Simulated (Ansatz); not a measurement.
Input deck for Ansatz 0.2.0, then the block of the output on the nuclei.

The cell is a structure deposited in the COD, relaxed with PBE at fixed cell and then changed (volume scaled by 1.06, ions relaxed).

```yaml
crystal:
  lattice:
    - [6.046304037, 0.0, 0.0]
    - [0.0, 6.046304037, 0.0]
    - [0.0, 0.0, 7.1168975005]
  atoms:
    - { symbol: Ge, position: [0.0898971816, 0.0898971816, 0.0] }
    - { symbol: Ge, position: [0.4101028184, 0.5898971816, 0.75] }
    - { symbol: Ge, position: [0.9101028184, 0.9101028184, 0.5] }
    - { symbol: Ge, position: [0.5898971816, 0.4101028184, 0.25] }
    - { symbol: Ge, position: [0.172343507, 0.3691185639, 0.2595049997] }
    - { symbol: Ge, position: [0.1308814361, 0.672343507, 0.0095049997] }
    - { symbol: Ge, position: [0.827656493, 0.6308814361, 0.7595049997] }
    - { symbol: Ge, position: [0.8691185639, 0.327656493, 0.5095049997] }
    - { symbol: Ge, position: [0.672343507, 0.1308814361, -0.0095049997] }
    - { symbol: Ge, position: [0.6308814361, 0.827656493, 0.2404950003] }
    - { symbol: Ge, position: [0.327656493, 0.8691185639, 0.4904950003] }
    - { symbol: Ge, position: [0.3691185639, 0.172343507, 0.7404950003] }
kpoints:
  mp_grid: { grid: [8, 8, 7] }
scf:
  occupations: { method: fermi_dirac, width: 0.02 }
hamiltonian:
  xc: pbe
  pseudopotentials: { kind: paw }
output:
  forces: true
  stress: true
  populations: true
  efg: { quadrupole_moments_barn: { Ge: -0.196 }, contact_densities: true }
relax:
  f_tol: 0.02
  max_steps: 60
```

```sh
ansatz run input.yaml --threads 4 --pin off --max-ram 8192MiB --backend cpu --events-out ev --progress --plain --runs-dir out
```

The run relaxes the ions first, and the block belongs to the relaxed positions.

Of the output, the block on the nuclei alone is shown; the set-up, the SCF iterations, energies, forces and stress are cut. One atom of each set with nearly equal values is shown.

```
--- PAW observables at the nuclei: V_zz in 10²¹ V/m², potentials from the cell's mean, atoms counted from 1 ---
  atom   1  Ge V_zz =    +4.662540   η = 0.7233   by run symmetry: allowed   C_q = -22.0970 MHz
            electrostatic potential = -4322.068268 V   contact ρ = 210261.628137 e/Å³
  atom   5  Ge V_zz =    +5.321779   η = 0.7523   by run symmetry: allowed   C_q = -25.2213 MHz
            electrostatic potential = -4322.038344 V   contact ρ = 210263.717826 e/Å³
```

The relaxation (3 steps) took 50 s of wall time (3.2 min of CPU time) and 1.9 GiB at its peak, on 4 threads of Intel Xeon 6975P-C (Granite Rapids) (x86_64; 16 cores open to the job, memory cap 8.0 GiB, no GPU), a shared host with a load of 0.5 a core.

With a gap of 0.4 eV on this mesh, the gradients can still move by some per cent as the k-mesh gets denser.
